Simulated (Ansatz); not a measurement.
Hg, fcc: geometry optimisation

These are results of DFT, LDA (PW92), plane waves (420 eV) with PAW, scalar-relativistic (Ansatz), not measurements. (PAW data from PBE, frozen cores regenerated.)

k-point mesh 12×12×12, Fermi-Dirac smearing 0.1 eV, no spin polarisation. Cell and atoms relax.

Starting structure:

```yaml
crystal:
  lattice:
    - [0.0, 2.2595506664, 2.2595506664]
    - [2.2595506664, 0.0, 2.2595506664]
    - [2.2595506664, 2.2595506664, 0.0]
  atoms:
    - { symbol: Hg, position: [0.0, 0.0, 0.0] }
hamiltonian:
  xc: lda
  pseudopotentials:
    kind: paw
    azcp:
      Hg: "pseudopotentials/Hg.paw.azcp"
basis:
  ecutwfc: 420
  fft_grid_basis: typed
kpoints:
  mp_grid: { grid: [12, 12, 12], shift: [0, 0, 0] }
magnetization:
  spin_polarized: false
scf:
  occupations: { method: fermi_dirac, width: 0.1 }
relax:
  max_steps: 60
  f_tol: 0.01
  cell: {}
```

Task: The pressure at the start is -2.0 GPa. By how much does the volume change?

Result: From 23.07 to 22.03 Å³ per atom, -4.5 %. The final cell has a = 4.450 Å.

Task: How much energy does the relaxation gain?

Result: 6.8 meV per atom.
